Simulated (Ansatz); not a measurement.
**BaS at several levels of theory**

One geometry, relaxed with PBE, and single points on it; plane waves with PAW potentials in Ansatz, scalar-relativistic unless the row names spin-orbit coupling. No spin polarisation. Meshes are on the primitive cell of 2 atoms. Gaps are the least over mesh and band path; pressure is positive in compression. Smearing is Gaussian, 0.02 eV.

```xyz
2
Lattice="0.0000 3.2144 3.2144 3.2144 0.0000 3.2144 3.2144 3.2144 0.0000" Properties=species:S:1:pos:R:3 pbc="T T T"
Ba    0.0000    0.0000    0.0000
S     3.2144    3.2144    3.2144
```

```tsv
level	cutoff (eV)	k mesh	gap (eV)	pressure (GPa)	rough cost with bands (core-min)
PBE	420	8×8×8	2.23	0.0	0.22
r2SCAN	500	8×8×8	2.58	-0.1	0.3
PBE with spin-orbit coupling	420	8×8×8	2.19	0.0	0.4
LDA	420	8×8×8	2.04	-3.2	0.19
```

Spin-orbit coupling is left out except in a row that names it, which matters for the bands of heavy elements.